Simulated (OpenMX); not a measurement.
Wanted: the native input for an OpenMX 3.8.5 run.

* Task: band structure
* Functional: PBE
* Potentials or basis: OpenMX 2013 PBE set, Cd7.0-s3p2d2, Se7.0-s3p2d2, grid cutoff 500 Ry
* k mesh: 5 × 5 × 3
* Occupations: fermi-dirac, width 0.05 eV
* Spin: non-collinear spin, zero start, spin-orbit coupling
* Starting moments: [[0.0, 0.0, 0.0], [0.0, 0.0, 0.0], [0.0, 0.0, 0.0], [0.0, 0.0, 0.0]] μB
* Mixing scheme: rmm-diisk
* SCF threshold: 1e-07 Ha
* Solver: band
* Max SCF cycles: 100

The system is CdSe (Cadmoselite).

```
Cd Se
1.0
     4.30000    0.00000    0.00000
    -2.15000    3.72391    0.00000
     0.00000    0.00000    7.02000
Cd Se
2 2
Direct
  0.66667 0.33333 0.50000
  0.33333 0.66667 0.00000
  0.66667 0.33333 0.88500
  0.33333 0.66667 0.38500
```

One way to write it, as run:

CdSe.dat

```
System.CurrrentDirectory             ./
System.Name                          CdSe
DATA.PATH                            ./DFT_DATA13
level.of.stdout                      1
level.of.fileout                     0
Species.Number                       2
<Definition.of.Atomic.Species
  Cd  Cd7.0-s3p2d2           Cd_PBE13
  Se  Se7.0-s3p2d2           Se_PBE13
Definition.of.Atomic.Species>

Atoms.Number                         4
Atoms.SpeciesAndCoordinates.Unit     FRAC
<Atoms.SpeciesAndCoordinates
    1  Cd    0.6666666667    0.3333333333    0.5000000000   6.000  6.000     0.00    0.00    0.00    0.00  0  off
    2  Cd    0.3333333333    0.6666666667    0.0000000000   6.000  6.000     0.00    0.00    0.00    0.00  0  off
    3  Se    0.6666666667    0.3333333333    0.8850000000   3.000  3.000     0.00    0.00    0.00    0.00  0  off
    4  Se    0.3333333333    0.6666666667    0.3850000000   3.000  3.000     0.00    0.00    0.00    0.00  0  off
Atoms.SpeciesAndCoordinates>

Atoms.UnitVectors.Unit               Ang
<Atoms.UnitVectors
     4.3000000000    0.0000000000    0.0000000000
    -2.1500000000    3.7239092363    0.0000000000
     0.0000000000    0.0000000000    7.0200000000
Atoms.UnitVectors>

scf.XcType                           GGA-PBE
scf.SpinPolarization                 nc
scf.SpinOrbit.Coupling               on
scf.ElectronicTemperature            580.226
scf.energycutoff                     500.0
scf.maxIter                          100
scf.EigenvalueSolver                 band
scf.Kgrid                            5 5 3
scf.Mixing.Type                      rmm-diisk
scf.Init.Mixing.Weight               0.05
scf.Min.Mixing.Weight                0.001
scf.Max.Mixing.Weight                0.3
scf.Mixing.History                   25
scf.Mixing.StartPulay                8
scf.criterion                        1.0e-7
MD.Type                              nomd
Band.dispersion                      on
Band.Nkpath                          9
<Band.kpath
   11   0.000000  0.000000  0.000000    0.500000  0.000000  0.000000  G M
    7   0.500000  0.000000  0.000000    0.333333  0.333333  0.000000  M K
   13   0.333333  0.333333  0.000000    0.000000  0.000000  0.000000  K G
    6   0.000000  0.000000  0.000000    0.000000  0.000000  0.500000  G A
   11   0.000000  0.000000  0.500000    0.500000  0.000000  0.500000  A L
    7   0.500000  0.000000  0.500000    0.333333  0.333333  0.500000  L H
   13   0.333333  0.333333  0.500000    0.000000  0.000000  0.500000  H A
    6   0.500000  0.000000  0.500000    0.500000  0.000000  0.000000  L M
    6   0.333333  0.333333  0.000000    0.333333  0.333333  0.500000  K H
Band.kpath>
```

Potentials or basis: OpenMX 2013 PBE set, Cd7.0-s3p2d2, Se7.0-s3p2d2, grid cutoff 500 Ry.

Command:

```console
$ openmx CdSe.dat -nt 1 > CdSe.std
```

Results of the run:

```json
{
  "Largest force": "0.333 eV/Å",
  "Band gap on the k mesh": "0.77 eV, direct",
  "Band gap along the path": "0.77 eV, direct",
  "Net moment": "0.00 μB per cell",
  "Mulliken charges": "Cd +0.36; Se -0.36 e"
}
```

Caveat: Mulliken charges move with the basis; total energies with and without spin-orbit coupling shouldn't be compared in this program; the basis of atomic orbitals isn't converged, which shifts pressures, moduli and gaps.

It took 7.9 min on 1 thread of Intel(R) Xeon(R) Platinum 8259CL CPU @ 2.50GHz (Skylake/Cascade Lake) (shared host), peak memory 1.8 GiB.
